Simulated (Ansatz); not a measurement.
As: pressure against volume scale

Periodic Kohn-Sham DFT of a crystal at fixed atoms, scaled to volume_scale times the given cell; pressure positive in compression, energy less spherical unpolarised free atoms, largest_vzz the field gradient of largest size among the nuclei. The results are calculated, by Ansatz 0.2.0.

The cell before it is scaled or strained (space group R-3m, No. 166):
```
As
1.0
      1.8797     1.0853     3.4858
     -1.8797     1.0853     3.4858
      0.0000    -2.1705     3.4858
As
2
Direct
  0.22754 0.22754 0.22754
  0.77246 0.77246 0.77246
```

Settings of every row: method frozen-core PAW; functional PBE; relativity scalar; k mesh 13x13x13; filling fermi-dirac; smearing width 0.05 eV; wave cutoff 420 eV; paw set soft_2.

Atom start moment: 0 on all atoms.

Limits: no gap: field gradients move with the k mesh.

```csv
row,volume scale,V (Å³/atom),pressure (GPa),largest V_zz (1e21 V/m^2)
1,0.9405,20.064,9.418,-5.183
2,0.98,20.906,5.363,-5.175
3,1,21.333,3.593,-5.159
4,1.02,21.759,?,?
5,1.06,22.613,-0.766,-5.086
```

Question: what pressure should row 4 give?

Worked fit of pressure. Take u = (V_r/V)^(2/3) − 1 with V_r = 21.119 Å³ an atom, which is twice the finite (Eulerian) strain; such expansions in the strain, on which the Birch-Murnaghan equation of state is built, carry the rest volume and the bulk modulus. The shown rows have u = 0.03475, 0.00678, -0.0067, -0.04455. Least squares give pressure = 4.4582 + 131.561 × u + 320.98 × u² GPa; a straight line predicts inner rows, each left out in turn, worse (root mean square 0.33 against 0.0039 GPa). The rows lie off it by 0.000, -0.002, 0.002, 0.000. The pressure vanishes at u = -0.0373, or V = 22.36 Å³ an atom, and there the bulk modulus at fixed shape and fractions is B = −V dP/dV = (2/3)(1 + u) dP/du = 69.1 GPa. Letting shape and atoms relax would as a rule lower it, by much in layered, chain or molecular crystals. The withheld row has u = -0.01971, so the fit gives 4.4582 + 131.561 × (-0.01971) + 320.98 × (-0.01971)² = 1.990 GPa.

The calculation gave 1.992 GPa. The fit lies 0.002 GPa (0.02 % of the column's range) below it; its largest miss of a shown row is 0.002 GPa.

The other values of row 4: largest V_zz -5.139 1e21 V/m^2.
